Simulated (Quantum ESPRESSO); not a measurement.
Au: equation of state with LDA

**Measured values to compare with.**

From “Exploring toroidal anvil profiles for larger sample volumes above 4 Mbar”, 2024, pmc:11102561, for a bulk crystal of Au: bulk modulus 167 GPa.

Crystal: Au.

```xyz
1
Lattice="0.0000 2.0350 2.0350 2.0350 0.0000 2.0350 2.0350 2.0350 0.0000" Properties=species:S:1:pos:R:3 pbc="T T T"
Au    0.0000    0.0000    0.0000
```

```
Program             : Quantum ESPRESSO 7.5
Task                : equation of state
Functional          : LDA
Potentials or basis : GBRV 1.5 LDA
Cutoff              : 612 eV
Density cutoff      : 4898 eV
k mesh              : 11 × 11 × 11
Occupations         : fermi-dirac, width 0.05 eV
Spin                : no spin polarisation
```

| Quantity | Value |
| --- | --- |
| Equilibrium volume | 16.55 Å³/atom |
| Bulk modulus | 196 GPa |
| Pressure derivative of the bulk modulus | 5.6 |

Energy against volume, from the lowest point:
```
volume (Å³/atom)  energy (meV/atom)
          15.843              20.40
          16.181               5.35
          16.518               0.00
          16.855               3.16
          17.192              13.87
          17.529              31.10
          17.866              53.94
```

All runs of the series together: 36 s on 2 threads of Arm Neoverse V1 (shared host).

Against the measured bulk modulus of Au, 167 GPa (quoted in “Exploring toroidal anvil profiles for larger sample volumes above 4 Mbar”, 2024, pmc:11102561), the calculated 196 GPa is off by +17.5 %. The fit is for a static lattice scaled at fixed shape and fixed fractional positions.

Spin-orbit coupling is left out, which matters for the levels of Au. LDA usually gives volumes a few per cent too small.
